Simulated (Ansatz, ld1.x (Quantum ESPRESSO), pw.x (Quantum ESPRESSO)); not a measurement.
**From atom to crystal: RRKJ potential for rhenium**

ld1.x (Quantum ESPRESSO) 7.5 input, shortened:

```
&input
   title='Re', zed=75., rel=1, dft='PBE', iswitch=3,
   config='[Xe] 4f14 5d5 6s0.5 6p0'
 /
 &inputp
   pseudotype=2, tm=.false., rho0=0.02, lloc=0,
   nlcc=.false.
 /
3
6P  2  1   0.00   0.00  2.35  2.35  0.0
5D  3  2   5.00   0.00  1.40  1.40  0.0
6S  1  0   0.50   0.00  2.60  2.60  0.0
 &test
   configts(1)='5d5 6s0.5 6p0'
 /
```

Crystal test: diamond Re in pw.x 7.5, no spin, 8³ k-points, Fermi–Dirac smearing 0.01 Ry, cutoffs 110/440 Ry. The lattice is a test structure that the element need not adopt, and mesh and smearing are coarse.

pw.x input:

```
&control
  calculation='scf', prefix='x', pseudo_dir='./', outdir='./tmp', tstress=.true., disk_io='low'
/
&system
  ibrav=0, nat=2, ntyp=1, ecutwfc=110, ecutrho=440, nbnd=15,
  occupations='smearing', smearing='fd', degauss=0.01
/
&electrons
  conv_thr=1e-09, mixing_beta=0.4, electron_maxstep=70
/
ATOMIC_SPECIES
Re 1.0 Re.UPF
CELL_PARAMETERS angstrom
  0.00000000 2.82665864 2.82665864
  2.82665864 0.00000000 2.82665864
  2.82665864 2.82665864 0.00000000
ATOMIC_POSITIONS crystal
Re 0.0000 0.0000 0.0000
Re 0.2500 0.2500 0.2500
K_POINTS automatic
8 8 8 0 0 0
```

```bash
pw.x < Re.scf.in > Re.scf.out
```

**Question.** How does the run end?

**Answer.** It converges; the pressure is 1.66 GPa against -0.13 GPa from all-electron LAPW. The largest radius (2.60 bohr) exceeds half the bond length (2.31 bohr), so the spheres overlap, which is one possible source of error among others. The log shows:

```
     iteration #  1     ecut=   110.00 Ry     beta= 0.40
     total energy              =     -44.14693612 Ry
     estimated scf accuracy    <       1.31476558 Ry
     iteration #  2     ecut=   110.00 Ry     beta= 0.40
     total energy              =     -44.13496453 Ry
     estimated scf accuracy    <       0.21021153 Ry
     iteration #  3     ecut=   110.00 Ry     beta= 0.40
     total energy              =     -44.19076722 Ry
     estimated scf accuracy    <       0.00756588 Ry
     iteration #  4     ecut=   110.00 Ry     beta= 0.40
     c_bands:  1 eigenvalues not converged
     c_bands:  1 eigenvalues not converged
     c_bands:  1 eigenvalues not converged
     c_bands:  1 eigenvalues not converged
     total energy              =     -44.20739652 Ry
     estimated scf accuracy    <       0.00189737 Ry
     [... 6 iterations left out ...]
     iteration # 11     ecut=   110.00 Ry     beta= 0.40
     total energy              =     -44.20774073 Ry
     estimated scf accuracy    <       0.00000148 Ry
     iteration # 12     ecut=   110.00 Ry     beta= 0.40
     total energy              =     -44.20774113 Ry
     estimated scf accuracy    <       0.00000065 Ry
     iteration # 13     ecut=   110.00 Ry     beta= 0.40
     [... 1 repeated lines left out ...]
     total energy              =     -44.20774122 Ry
     estimated scf accuracy    <          4.4E-09 Ry
     iteration # 14     ecut=   110.00 Ry     beta= 0.40
     the Fermi energy is     9.5182 ev
!    total energy              =     -44.20774123 Ry
     estimated scf accuracy    <          8.8E-11 Ry
     smearing contrib. (-TS)   =      -0.00586837 Ry
     The total energy is F=E-TS. E is the sum of the following terms:
     one-electron contribution =      10.24302897 Ry
     hartree contribution      =       5.02125383 Ry
     xc contribution           =     -10.05164006 Ry
     ewald contribution        =     -49.41451560 Ry
     convergence has been achieved in  14 iterations
          total   stress  (Ry/bohr**3)                   (kbar)     P=       16.56
```
